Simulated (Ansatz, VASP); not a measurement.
# Al: VASP beside Ansatz

```
Al
1.0
     0.00000    2.01915    2.01915
     2.01915    0.00000    2.01915
     2.01915    2.01915    0.00000
Al
1
Direct
  0.00000 0.00000 0.00000
```

Alike in both runs: functional PBE; k mesh 13 × 13 × 13; no spin polarisation.

Ansatz relaxed the structure, and its values are those at the end. VASP's run is a single point on that final structure, the one shown.

```csv
,VASP,Ansatz
version,VASP 6.6.1,Ansatz 0.2.0
potentials or method,"VASP PAW PBE potentials, release 64 (Al)","plane waves, PAW"
plane-wave cutoff (eV),520,517
occupations,"methfessel-paxton of order 1, width 0.15 eV","cold, width 0.15 eV"
valence electrons in the cell,3,3
```

|  | VASP | Ansatz | Ansatz less VASP |
| --- | --- | --- | --- |
| pressure (GPa) | 0.0 | 0.0 | 0.00 |
